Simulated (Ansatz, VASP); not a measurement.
**Two plane-wave programs on Sb**

```xyz
1
Lattice="0.0000 2.4411 2.4411 2.4411 0.0000 2.4411 2.4411 2.4411 0.0000" Properties=species:S:1:pos:R:3 pbc="T T T"
Sb    0.0000    0.0000    0.0000
```

Alike in both runs: task single point; functional PBE; k mesh 6 × 6 × 6; occupations gaussian, width 0.1 eV; no spin polarisation.

|  | VASP | Ansatz |
| --- | --- | --- |
| version | VASP 6.6.1 | Ansatz 0.2.0 |
| potentials or method | VASP PAW PBE potentials, release 64 (Sb) | scalar-relativistic, plane waves, PAW |
| plane-wave cutoff (eV) | 520 | 420 |
| valence electrons in the cell | 5 | 15 |

Ansatz gave:

* gap on the k mesh at the Fermi level (eV): none
* pressure (GPa): -2.8

Problem. Which values does VASP return?

Solution. gap on the k mesh at the Fermi level (eV): none; pressure (GPa): -2.9.

A gap of «none» marks a metal or a gap that the smearing closes. The two sets of potentials don't hold the same shells in valence.

Caveats: the k mesh is coarse (spacing up to 0.37 Å⁻¹), so the values aren't converged. Spin-orbit coupling is left out, which matters for the levels of Sb.
